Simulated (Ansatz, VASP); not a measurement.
**Na: VASP beside Ansatz**

```
CELL_PARAMETERS angstrom
0.00000 2.62678 2.62678
2.62678 0.00000 2.62678
2.62678 2.62678 0.00000
ATOMIC_POSITIONS crystal
Na 0.00000 0.00000 0.00000
```

Alike in both runs: task single point; functional revPBE; k mesh 17 × 17 × 17; occupations fermi-dirac, width 0.1 eV; no spin polarisation.

|  | VASP | Ansatz |
| --- | --- | --- |
| version | VASP 6.6.1 | Ansatz 0.2.0 |
| potentials or method | VASP PAW PBE potentials, release 64 (Na_pv) | plane waves (420 eV) with PAW, scalar-relativistic |
| plane-wave cutoff (eV) | 520 | 420 |
| valence electrons in the cell | 7 | 9 |

|  | VASP | Ansatz | Ansatz less VASP |
| --- | --- | --- | --- |
| pressure (GPa) | 0.7 | 0.7 | +0.01 |

The functional is the same, so the differences come from potentials, cutoffs and numerics. The two sets of potentials don't hold the same shells in valence.

Caveats: the PAW data sets were made with another functional, which shifts forces and pressure a little (VASP).
